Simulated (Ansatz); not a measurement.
Here is an Ansatz 0.2.0 calculation.

input.yaml

```yaml
crystal:
  lattice:
    - [3.3428660531, 0.0, 0.0]
    - [-1.6714330265, 2.8950069234, 0.0]
    - [0.0, 0.0, 5.202714]
  atoms:
    - { symbol: Hf, position: [0.3333333333, 0.6666666667, 0.25] }
    - { symbol: Hf, position: [0.6666666667, 0.3333333333, 0.75] }
    - { symbol: C, position: [0.0, 0.0, 0.5] }
    - { symbol: C, position: [0.0, 0.0, 0.0] }
kpoints:
  mp_grid: { grid: [9, 9, 5] }
scf:
  occupations: { method: fermi_dirac, width: 0.05 }
hamiltonian:
  xc: pbesol
  pseudopotentials: { kind: all_electron, datasets: crystal }
output:
  forces: true
  stress: true
  eigenvalues: true
  dos: { projected: false, de: 0.2, e_range: [-20, 10] }
```

Potentials or basis: all-electron PAW datasets made for the crystal.

Command:

```bash
$ ansatz run input.yaml --threads 2 --pin off --max-ram 8192MiB --backend cpu --events-out ev --progress --plain --runs-dir out
```

(1) What does it give for the band gap on the k mesh?

(2) What does it give for the pressure?

Results:

(1) none (metal or under the smearing width).

(2) -7.3 GPa.

Caveat: the program warned that the printed levels may be off, so bands, gaps and densities of states are rough.
